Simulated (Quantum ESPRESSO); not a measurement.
AlN: dielectric tensor with PBEsol

The system is AlN.

```
Al N
1.0
     0.00000    2.18399    2.18399
     2.18399    0.00000    2.18399
     2.18399    2.18399    0.00000
Al N
1 1
Direct
  0.00000 0.00000 0.00000
  0.25000 0.25000 0.25000
```

Measurements of this composition are mostly on another form, of space group No. 186.

- Program: Quantum ESPRESSO 7.5
- Task: dielectric tensor
- Functional: PBEsol
- Potentials or basis: GBRV 1.5 PBEsol
- Cutoff: 612 eV
- Density cutoff: 4898 eV
- k mesh: 8 × 8 × 8, shifted
- Occupations: fermi-dirac, width 0.05 eV
- Spin: no spin polarisation
- Mixing beta: 0.5
- Most SCF iterations: 120
- SCF threshold: 4e-10 Ry

The pressure is 1.7 GPa and the electronic dielectric tensor (diagonal) is 4.64. The born charges (mean of the diagonal) is Al +2.55; N -2.55 e.

Levels at points of the mesh, in eV from the valence-band top:
| k point | band 1 | band 2 | band 3 | band 4 | band 5 | band 6 | band 7 | band 8 | band 9 |
| --- | --- | --- | --- | --- | --- | --- | --- | --- | --- |
| (0.06, 0.06, 0.06) | -14.94 | -0.33 | 0.00 | 0.00 | 4.42 | 12.20 | 12.42 | 12.42 | 16.84 |

Electronic dielectric tensor:
```
4.64 0.00 0.00
0.00 4.64 0.00
0.00 0.00 4.64
```

Born effective charge tensors (e):
atom 1, Al
```
2.55 0.00 0.00
0.00 2.55 0.00
0.00 0.00 2.55
```
atom 2, N
```
-2.55  0.00  0.00
 0.00 -2.55  0.00
 0.00  0.00 -2.55
```

Wall time 30 s on 1 thread of Arm Neoverse V2 (shared host), peak memory 0.05 GiB.
